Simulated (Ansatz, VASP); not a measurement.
# One calculation of As, two programs

```
As
1.0
     1.87975    1.08527    3.48577
    -1.87975    1.08527    3.48577
     0.00000   -2.17055    3.48577
As
2
Cartesian
  0.0000 0.0000 2.3795
  0.0000 0.0000 8.0779
```

Alike in both runs: task single point; functional LDA; k mesh 13 × 13 × 13; occupations fermi-dirac, width 0.05 eV; no spin polarisation.

```csv
,VASP,Ansatz
version,VASP 6.6.1,Ansatz 0.2.0
potentials or method,"VASP PAW LDA potentials, release 64 (As), cutoff 520 eV","all-electron LAPW, scalar-relativistic"
```

|  | VASP | Ansatz | Ansatz less VASP |
| --- | --- | --- | --- |
| pressure (GPa) | -1.1 | -1.5 | -0.40 |
| largest component of the traceless stress (GPa) | 0.72 | 0.59 | -0.124 |
| rms of the force components (eV/Å) | 0.080 | 0.040 | -0.0402 |

Atom by atom the forces differ by 0.040 eV/Å (rms over components). Ansatz ran all-electron here, so the differences hold the error of VASP's frozen core and of both bases.
